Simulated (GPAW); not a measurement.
# Rh (Fm-3m) in GPAW: a series of runs

One crystal, Rh, is run at these levels: PBE; tasks: single point.

Program: GPAW 26.7.0. These are calculated values, not measurements. Logs are shortened: lines on timing, memory, paths and dates and some standing lists are left out, and cuts for length are marked. The log counts tension as positive stress, the text compression.

## Step 1: The structure

Symmetry: Fm-3m, No. 225, cubic system. The conventional cell has a = 3.796 Å, b = 3.796 Å, c = 3.796 Å, α = 90.00°, β = 90.00°, γ = 90.00°. Around Rh (site symmetry m-3m) lie 12 Rh at 2.68 Å.

## Step 2: Single point, PBE

File run.py:

```python
from ase.dft.bandgap import bandgap
from ase.io import read, write
from ase.units import Bohr, GPa
from gpaw import GPAW, PW
from gpaw.elf import elf_from_dft_calculation

atoms = read('Rh.xyz')

calc = GPAW(mode=PW(600),
            xc='PBE',
            kpts={'size': (12, 12, 12), 'gamma': True},
            occupations={'name': 'methfessel-paxton', 'order': 0, 'width': 0.016},
            nbands=16,
            convergence={'density': 1e-05, 'energy': 1e-05},
            maxiter=150,
            txt='gpaw.txt')
atoms.calc = calc
energy = atoms.get_potential_energy()
forces = atoms.get_forces()
stress = atoms.get_stress()
calc.write('gs.gpw')
write('result.traj', atoms)
print(f'Energy: {energy:.6f} eV')
print('Forces (eV/A):')
print(forces.round(4))
print('Stress (GPa):', (stress / GPa).round(3))
print('Fermi level:', round(calc.get_fermi_level(), 4), 'eV')
print(f'Gap: {bandgap(calc)[0]:.4f} eV, direct: {bandgap(calc, direct=True)[0]:.4f} eV')

# fields on the real-space grid
write('density.cube', atoms, data=calc.get_pseudo_density() * Bohr**3)
write('potential.cube', atoms, data=calc.get_electrostatic_potential())
write('elf.cube', atoms, data=elf_from_dft_calculation(calc).data)
```

File Rh.xyz:

```xyz
1
Lattice="0.0000000000 1.8978500000 1.8978500000 1.8978500000 0.0000000000 1.8978500000 1.8978500000 1.8978500000 0.0000000000" Properties=species:S:1:pos:R:3 pbc="T T T"
Rh     0.0000000000      0.0000000000      0.0000000000
```

Potentials or basis: GPAW PAW data sets (gpaw-data 1.2.1), pw.

Command:

```console
$ OMP_NUM_THREADS=1 python run.py
```

gpaw.txt:

```text
__  _  _
 | _ |_)|_||  |
 |__||  | ||/\| - 26.7.0

Input parameters:
  mode=PW(ecut=600.0),
  convergence={'density': 1e-05, 'energy': 1e-05},
  kpts=MonkhorstPack(size=(12, 12, 12), gamma=True),
  maxiter=150,
  nbands=16,
  occupations=Occupations(name='methfessel-paxton', order=0, width=0.016),
  xc=XC(name='PBE')

Diagonalizing LCAO Hamiltonian
Converting LCAO to pw mode

       Rh

Atoms  # Å, Bohr magnetons
|   | symbol |        x |        y |        z |    initial magnetic moments |
|---|--------|----------|----------|----------|-----------------------------|
| 0 |     Rh | 0.000000 | 0.000000 | 0.000000 | ( 0.0000,  0.0000,  0.0000) |

Unit cell  # Å
| periodic |        x |        y |        z |  lengths |    angles |
|----------|----------|----------|----------|----------|-----------|
|      yes | 0.000000 | 1.897850 | 1.897850 | 2.683965 | 60.000000 |
|      yes | 1.897850 | 0.000000 | 1.897850 | 2.683965 | 60.000000 |
|      yes | 1.897850 | 1.897850 | 0.000000 | 2.683965 | 60.000000 |

Number of symmetries: 48
[... 51 lines left out ...]

BZ-sampling:
  Number of BZ points: 1728
  Number of IBZ points: 72

  Monkhorst-Pack size: [12, 12, 12]
  Monkhorst-Pack shift: [0.041666666666666664, 0.041666666666666664, 0.041666666666666664]

K-points  # in reciprocal-cell coordinates
|     |                                coordinates |     weight |
|-----|--------------------------------------------|------------|
|   0 | ( -0.00000000,  -0.00000000,  -0.00000000) | 0.00057870 |
|   1 | (  0.08333333,   0.08333333,  -0.00000000) | 0.00347222 |
|   2 | (  0.08333333,   0.08333333,   0.08333333) | 0.00462963 |
|   3 | (  0.16666667,   0.08333333,   0.08333333) | 0.00694444 |
|   4 | (  0.16666667,   0.16666667,  -0.00000000) | 0.00347222 |
|   5 | (  0.16666667,   0.16666667,   0.08333333) | 0.01388889 |
|   6 | (  0.16666667,   0.16666667,   0.16666667) | 0.00462963 |
|   7 | (  0.25000000,   0.16666667,   0.08333333) | 0.01388889 |
|   8 | (  0.25000000,   0.16666667,   0.16666667) | 0.01388889 |
|   9 | (  0.25000000,   0.25000000,  -0.00000000) | 0.00347222 |
| ... |                                            |            |
|  71 | (  0.50000000,   0.50000000,   0.50000000) | 0.00231481 |

Plane wave coefficients: 471
Cutoff: 600.0 eV

Spin-components: 1 (collinear spins)
Bands:           16
Projectors:      6
Spin-degeneracy: 2
Datatype:        complex128

Parallelization:
  kpt:    1
  domain: 1
  band:   1

Density:
  Valence electrons: 15.0
  Components: 1
  Grid points: [16 16 16]
  Charge: 0.0  # |e|

Potential:
  Grid points: [16 16 16]

species:
  Rh:
    name:    Rhodium
    Z:       45.0
    valence: 15
    core:    30
    charge:  0.0  # [|e|]
    compensation charges:
      type: gauss
      rc: 0.38  # [Å]
      lmax: 2
    cutoffs:
      filter: 2.48  # [Å]
      core: 2.35  # [Å]
    projectors
    | kind |    occ | energy [eV] | rcut [Å] |
    |------|--------|-------------|----------|
    |   5s |  1.000 |      -4.297 |    1.270 |
    |   4p |  6.000 |     -50.429 |    1.381 |
    |   5p |  0.000 |      -0.852 |    1.381 |
    |   4d |  8.000 |      -5.942 |    1.244 |
    |    s |        |      22.915 |    1.270 |
    |    d |        |      21.270 |    1.244 |

    Using partial waves for Rh as LCAO basis

Reference energy: -130134.647000  # eV

eigensolver:
  PPCG
  Converge bands: occupied
  niter=2

density mixing:
  MSR1-Mixer
  Pratt-step length: 0.05
  Maximum mixing coefficient: 0.75
  Old densities: 10
  SVD Regularization: 0.005
  Good broyden scale: 1.0
  Trust region scale: 1.0
  Backstep threshold: 4.0
  History deletion threshold: 6.0
  Fourier metric: weight=20.0, sigma=0.015

occupation numbers:
  Methfessel-Paxton:
    width: 0.0160  # eV
    order: 0

poisson solver:
  ecut: 4800.0  # eV

xc functional:
  name: PBE with 2 nearest neighbor stencil

convergence criteria:
- Maximum integral of absolute [dens]ity change: 1e-05 electrons / valence electron
- Maximum [total energy] change in last 3 cyles: 1e-05 eV / valence electron
- Maximum integral of absolute [eigenst]ate change: 4e-08 eV^2 / valence electron
maximum number of iterations: 150

SCF iterations
|iter     | |      energy | eigst |  dens |
|---------|-|-------------|-------|-------|
|iter:   1| |   -7.916299 | +0.04 |       |
|iter:   2| |   -7.783191 | -2.76 | -1.10 |
|iter:   3| |   -7.311929 | -2.08 | -1.15 |
|iter:   4| |   -7.307730 | -3.57 | -2.28 |
|iter:   5| |   -7.306320 | -3.46 | -2.47 |
|iter:   6| |   -7.306306 | -6.29 | -3.56 |
|iter:   7| |   -7.306305c| -6.57 | -3.79 |
|iter:   8| |   -7.306305c| -7.54c| -5.00 |
|iter:   9| |   -7.306305c| -8.15c| -5.63c|

Converged in 9 steps
Energy contributions relative to reference atoms: (reference = -130134.647000)

Energy contributions:
  Kinetic:          -2.399516
  Coulomb:           0.045888
  Zero:             -0.056839
  External:          0.000000
  Xc:               -4.895705
  Entropy:          -0.000266
  Spinorbit:         0.000000
  ----------------------------
  Free energy:      -7.306438
  Extrapolated:     -7.306305

dipole moment: (-11.479950, -11.479950, -11.479950)  # |e|*Ang

Fermi level: 11.994
Eigenvalues  # (at kpt = [-0.000, -0.000, -0.000])
| band index |      eig [eV] | occ [0-2] |
|------------|---------------|-----------|
|          0 |       -34.469 |     2.000 |
|          1 |       -34.469 |     2.000 |
|          2 |       -34.469 |     2.000 |
|          3 |         3.953 |     2.000 |
|          4 |         8.829 |     2.000 |
|          5 |         8.829 |     2.000 |
[... 8 lines left out ...]
|         14 |        44.102 |     0.000 |
|         15 |        44.102 |     0.000 |

No gap
No difference between direct/indirect transitions

Forces  # eV/Ang
|       x |       y |        z |
|---------|---------|----------|
| 0.00000 | 0.00000 | -0.00000 |  # Rh   0

Stress tensor  # eV/Ang^3
|         x |         y |         z |
|-----------|-----------|-----------|
| -0.057412 | -0.000000 | -0.000000 |
| -0.000000 | -0.057412 |  0.000000 |
| -0.000000 |  0.000000 | -0.057412 |

# Writing to gs.gpw (mode='')
```

It took 8.1 s on 1 thread of Intel Xeon Platinum 8488C (Sapphire Rapids), shared host; peak memory 0.14 GiB.

Results:

```yaml
Free_energy: -7.3064 eV
Pressure: 9.2 GPa
Band_gap_on_the_k_mesh: none (metal or under the smearing width)
```

## Step 3: Single point, PBE

Changes to run.py since step 2:

```diff
@@ -6,3 +6,3 @@
 
-atoms = read('Rh.xyz')
+atoms = read('POSCAR')
 
@@ -11,3 +11,3 @@
             kpts={'size': (12, 12, 12), 'gamma': True},
-            occupations={'name': 'methfessel-paxton', 'order': 0, 'width': 0.016},
+            occupations={'name': 'methfessel-paxton', 'order': 0, 'width': 0.017},
             nbands=16,
```

File POSCAR:

```
Rh
1.0
    0.0000000000      1.8978500000      1.8978500000
    1.8978500000      0.0000000000      1.8978500000
    1.8978500000      1.8978500000      0.0000000000
Rh
1
Direct
    0.0000000000      0.0000000000      0.0000000000
```

Potentials or basis: GPAW PAW data sets (gpaw-data 1.2.1), pw.

Command:

```console
$ OMP_NUM_THREADS=1 python run.py
```

gpaw.txt:

```text
__  _  _
 | _ |_)|_||  |
 |__||  | ||/\| - 26.7.0

Input parameters:
  mode=PW(ecut=600.0),
  convergence={'density': 1e-05, 'energy': 1e-05},
  kpts=MonkhorstPack(size=(12, 12, 12), gamma=True),
  maxiter=150,
  nbands=16,
  occupations=Occupations(name='methfessel-paxton', order=0, width=0.017),
  xc=XC(name='PBE')

Diagonalizing LCAO Hamiltonian
Converting LCAO to pw mode

       Rh

Atoms  # Å, Bohr magnetons
|   | symbol |        x |        y |        z |    initial magnetic moments |
|---|--------|----------|----------|----------|-----------------------------|
| 0 |     Rh | 0.000000 | 0.000000 | 0.000000 | ( 0.0000,  0.0000,  0.0000) |

Unit cell  # Å
| periodic |        x |        y |        z |  lengths |    angles |
|----------|----------|----------|----------|----------|-----------|
|      yes | 0.000000 | 1.897850 | 1.897850 | 2.683965 | 60.000000 |
|      yes | 1.897850 | 0.000000 | 1.897850 | 2.683965 | 60.000000 |
|      yes | 1.897850 | 1.897850 | 0.000000 | 2.683965 | 60.000000 |

Number of symmetries: 48
[... 51 lines left out ...]

BZ-sampling:
  Number of BZ points: 1728
[... 116 lines left out ...]
|iter:   8| |   -7.306305c| -7.54c| -5.00 |
|iter:   9| |   -7.306305c| -8.15c| -5.64c|

Converged in 9 steps
Energy contributions relative to reference atoms: (reference = -130134.647000)

Energy contributions:
  Kinetic:          -2.399825
  Coulomb:           0.046105
  Zero:             -0.056832
  External:          0.000000
  Xc:               -4.895603
  Entropy:          -0.000299
  Spinorbit:         0.000000
  ----------------------------
  Free energy:      -7.306455
  Extrapolated:     -7.306305

dipole moment: (-11.479959, -11.479959, -11.479959)  # |e|*Ang

Fermi level: 11.993
Eigenvalues  # (at kpt = [-0.000, -0.000, -0.000])
| band index |      eig [eV] | occ [0-2] |
|------------|---------------|-----------|
|          0 |       -34.469 |     2.000 |
|          1 |       -34.469 |     2.000 |
|          2 |       -34.469 |     2.000 |
|          3 |         3.953 |     2.000 |
|          4 |         8.829 |     2.000 |
|          5 |         8.829 |     2.000 |
[... 8 lines left out ...]
|         14 |        44.102 |     0.000 |
|         15 |        44.102 |     0.000 |

No gap
No difference between direct/indirect transitions

Forces  # eV/Ang
|       x |       y |       z |
|---------|---------|---------|
| 0.00000 | 0.00000 | 0.00000 |  # Rh   0

Stress tensor  # eV/Ang^3
|         x |         y |         z |
|-----------|-----------|-----------|
| -0.057412 | -0.000000 |  0.000000 |
| -0.000000 | -0.057412 |  0.000000 |
|  0.000000 |  0.000000 | -0.057412 |

# Writing to gs.gpw (mode='')
```

Run time: 7.8 s. Hardware: 1 thread of Intel Xeon Platinum 8488C (Sapphire Rapids), shared host; peak memory 0.14 GiB.

What came out:

```
Free energy            : -7.3065 eV
Pressure               : 9.2 GPa
Band gap on the k mesh : none (metal or under the smearing width)
```

Levels at points of the mesh, in eV from the Fermi level:
```csv
k point,band 4,band 5,band 6,band 7,band 8,band 9,band 10,band 11
"(0.00, 0.00, 0.00)",-8.04,-3.16,-3.16,-3.16,-1.07,-1.07,16.27,22.01
"(0.50, 0.50, 0.00)",-6.41,-6.03,0.47,0.93,0.93,3.22,12.27,13.62
"(0.50, 0.50, 0.50)",-6.19,-3.25,-3.25,0.50,0.50,0.68,8.65,15.71
```
